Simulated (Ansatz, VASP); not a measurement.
One calculation of ZnS, 3 ways

The starting cell:

```
Zn S
1.0
     0.00000    2.70200    2.70200
     2.70200    0.00000    2.70200
     2.70200    2.70200    0.00000
Zn S
1 1
Direct
  0.75000 0.75000 0.75000
  0.00000 0.00000 0.00000
```

Alike in all runs: task relaxation of cell and atoms; functional PBEsol; dispersion D3(BJ); k mesh 9 × 9 × 9; occupations fermi-dirac, width 0.05 eV; no spin polarisation; no spin-orbit coupling.

```
                        program and potentials  plane-wave cutoff (eV)                                                 notes  equilibrium volume (Å³/atom)
                            Ansatz, Ansatz PAW                     420  potentials made for PBE, which Ansatz adapts in part                         18.69
Ansatz, all-electron LAPW, scalar-relativistic                       -                                                     -                         18.69
             VASP, PBE PAW files S, Zn, 600 eV                     600                               potentials made for PBE                         18.74
```

The equilibrium volume spans 18.69 (Ansatz, Ansatz PAW) to 18.74 Å³/atom (VASP, PBE PAW files S, Zn, 600 eV), with all-electron results at 18.69. Relaxations stop with a little pressure left, so the last digit of a volume isn't settled.

Differences between rows come from potentials, basis sets and numerical settings, since the functional is the same but for its coding. Runs on potential files found faulty are left out.

The three calculations describe practically the same zinc-blende crystal, with volumes between 18.69 and 18.74 Å³/atom. The slightly larger VASP value may reflect its PBE-derived potentials, but the difference is minor beside the contraction all three show from the starting cell, which lies close to the experimental lattice. ZnS is therefore too dense here, and since the all-electron result shares the error, the pseudised cores are not its main source.

The likely cause is overbinding by the combination of functional and dispersion term. PBEsol already favours compact solids, and a pairwise attraction involving the polarisable sulfide ions adds further inward pull in a lattice held together mainly by polar covalent sp³ bonds. How much each contributes cannot be separated without a run lacking the dispersion term. Thermal expansion and zero-point motion, absent from a static relaxation, would enlarge the cell but probably account for only a small part of the discrepancy. The close agreement thus supports the numerical consistency of the calculations, not the accuracy of the predicted density.
